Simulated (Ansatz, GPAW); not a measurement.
This is a calculation of Pb for Ansatz 0.2.0. This isn't the form of Pb at room conditions, which is fcc.

File input.yaml:

```yaml
crystal:
  lattice:
    - [3.5243661423, 0.0, 0.0]
    - [-1.7621830712, 3.0521906115, 0.0]
    - [0.0, 0.0, 11.49524181]
  atoms:
    - { symbol: Pb, position: [0.6666666667, 0.3333333333, 0.75] }
    - { symbol: Pb, position: [0.0, 0.0, 0.5] }
    - { symbol: Pb, position: [0.3333333333, 0.6666666667, 0.25] }
    - { symbol: Pb, position: [0.0, 0.0, 0.0] }
kpoints:
  mp_grid: { grid: [9, 9, 3] }
scf:
  occupations: { method: fermi_dirac, width: 0.05 }
hamiltonian:
  xc: pbesol
  pseudopotentials: { kind: all_electron, lapw: { basis_error: 0.001 } }
output:
  forces: true
  stress: true
  eigenvalues: true
  populations: true
```

Potentials or basis: all-electron LAPW, scalar-relativistic.

Command:

```bash
$ ansatz run input.yaml --threads 2 --pin off --max-ram 8192MiB --backend cpu --events-out ev --progress --plain --runs-dir out
```

Q: Translate it to GPAW 26.7.0 (ASE script). Potentials or basis there: PAW data sets generated for this functional, cutoff 600 eV.

A: As run (cutoffs and basis follow the program's own potentials, and thresholds, step limits or extra output files can differ):

File run.py:

```python
from ase import Atoms
from ase.dft.bandgap import bandgap
from ase.io import write
from ase.units import Bohr, GPa
from gpaw import GPAW, PW, setup_paths
from gpaw.elf import elf_from_dft_calculation

setup_paths.insert(0, '.')

atoms = Atoms(['Pb', 'Pb', 'Pb', 'Pb'],
              cell=[[3.5243661423, 0.0, 0.0],
                    [-1.7621830712, 3.0521906115, 0.0],
                    [0.0, 0.0, 11.49524181]],
              scaled_positions=[[0.6666666667, 0.3333333333, 0.75],
                                [0.0, 0.0, 0.5],
                                [0.3333333333, 0.6666666667, 0.25],
                                [0.0, 0.0, 0.0]],
              pbc=True)

calc = GPAW(mode=PW(600),
            xc='PBEsol',
            kpts={'size': (9, 9, 3), 'gamma': True},
            occupations={'name': 'fermi-dirac', 'width': 0.05},
            nbands=43,
            convergence={'density': 1e-05, 'energy': 1e-05},
            maxiter=150,
            txt='gpaw.txt')
atoms.calc = calc
energy = atoms.get_potential_energy()
forces = atoms.get_forces()
stress = atoms.get_stress()
calc.write('gs.gpw')
write('result.traj', atoms)
print(f'Energy: {energy:.6f} eV')
print('Forces (eV/A):')
print(forces.round(4))
print('Stress (GPa):', (stress / GPa).round(3))
print('Fermi level:', round(calc.get_fermi_level(), 4), 'eV')
print(f'Gap: {bandgap(calc)[0]:.4f} eV, direct: {bandgap(calc, direct=True)[0]:.4f} eV')

# fields on the real-space grid
write('density.cube', atoms, data=calc.get_pseudo_density() * Bohr**3)
write('potential.cube', atoms, data=calc.get_electrostatic_potential())
write('elf.cube', atoms, data=elf_from_dft_calculation(calc).data)
```

Potentials or basis: PAW data sets generated in the run's folder for this functional, pw.

Run with:

```sh
$ gpaw-setup -f PBEsol Pb
$ OMP_NUM_THREADS=1 python run.py
```

Both were run:

|  | Ansatz | GPAW |
| --- | --- | --- |
| Pressure | -1.5 GPa | -1.8 GPa |

Where Ansatz's input types no cutoff or centring, it takes its own default and a Γ-centred mesh.

Pressure is positive in compression.
